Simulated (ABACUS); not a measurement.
LiCl:

```xyz
2
Lattice="0.0000 2.5648 2.5648 2.5648 0.0000 2.5648 2.5648 2.5648 0.0000" Properties=species:S:1:pos:R:3 pbc="T T T"
Cl    2.5648    2.5648    2.5648
Li    0.0000    0.0000    0.0000
```

- Program: ABACUS 3.10.1
- Task: single point
- Functional: PBE
- Potentials or basis: PseudoDojo NC SR 0.4.1 PBE standard
- Cutoff: 1007 eV
- Density cutoff: 4027 eV
- Basis: plane waves
- k mesh: 9 × 9 × 9
- Occupations: fermi-dirac, width 0.05 eV
- Spin: no spin polarisation

On this cell: pressure 0.4 GPa; largest force zero by symmetry; band gap on the k mesh 6.33 eV, direct.

The same run follows on a disturbed copy (atoms moved at random, drawn with an rms of 0.05 Å):

```
Cl Li
1.0
     0.00000    2.56477    2.56477
     2.56477    0.00000    2.56477
     2.56477    2.56477    0.00000
Cl Li
1 1
Direct
  0.49436 0.52009 0.48159
  0.00738 0.97728 0.00359
```

Task: What changes?

Result: The energy moves by +2.8 meV/atom; pressure 0.6 GPa; largest force 0.088 eV/Å; band gap on the k mesh 6.31 eV, direct.

Forces on the atoms (eV/Å):
```
Cl  -0.034  0.062 -0.051
Li   0.034 -0.062  0.051
```

Stress tensor (GPa, compression positive):
```
 0.46  0.01 -0.01
 0.01  0.68  0.01
-0.01  0.01  0.58
```

Caveats: an odd mesh through Γ misses points on the zone boundary, where band edges often lie.
